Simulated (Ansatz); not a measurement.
The system is Ni.

```
Ni
1.0
     2.44802    0.00000    0.00000
    -1.22401    2.12005    0.00000
     0.00000    0.00000    4.07281
Ni
2
Direct
  0.66667 0.33333 0.75000
  0.33333 0.66667 0.25000
```

This isn't the form of Ni at room conditions, which is fcc.

Alike in all runs: program Ansatz 0.2.0; functional PBEsol; potentials or basis all-electron LAPW, scalar-relativistic; cutoff 323 eV; density cutoff 1290 eV; basis error allowed 0.001 eV/atom; k mesh 12 × 12 × 7; occupations fermi-dirac, width 0.05 eV.

Starts and where they ended:

```tsv
start	free energy over the lowest (meV/atom)	net moment (μB)	site or absolute moments (μB)	gap
collinear spin, antiferromagnetic start of up to 1 μB	0.0	-1.30	Ni -0.68	none (metal or under the smearing width)
collinear spin, ferrimagnetic start of up to 1 μB	0.0	1.30	Ni +0.68	none (metal or under the smearing width)
collinear spin, ferromagnetic start of up to 1 μB	0.0	1.30	Ni +0.68	none (metal or under the smearing width)
no spin polarisation	46.7	-	-	none (metal or under the smearing width)
```

Allowing spin polarisation gains 47 meV/atom. A still lower state may exist.

Not every run made on this cell is shown here.
